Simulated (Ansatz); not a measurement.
**Molybdenum (hcp) across density functionals**

All rows: Ansatz, plane waves with scalar-relativistic PAW, 420 eV (500 eV for the SCAN forms), relaxed under each functional, no dispersion correction, no zero-point motion. B₀ comes from uniform scaling at fixed shape; a dash is a value not given.

```csv
functional,V (Å³/atom),cell,B₀ (GPa),magnetic state,ΔE to bcc (meV/atom)
PBE,16.12,"a = 2.760 Å, c = 4.886 Å (c/a = 1.771)",239,spin not included,441
r²SCAN,15.97,"a = 2.738 Å, c = 4.919 Å (c/a = 1.796)",250,spin not included,500
PBEsol,15.61,"a = 2.734 Å, c = 4.823 Å (c/a = 1.764)",258,spin not included,452
revPBE,16.28,"a = 2.768 Å, c = 4.909 Å (c/a = 1.774)",232,spin not included,438
RPBE,16.35,"a = 2.771 Å, c = 4.918 Å (c/a = 1.775)",229,spin not included,436
BLYP,16.78,"a = 2.791 Å, c = 4.974 Å (c/a = 1.782)",215,spin not included,397
```

PBEsol gives the smallest volume and BLYP the largest.
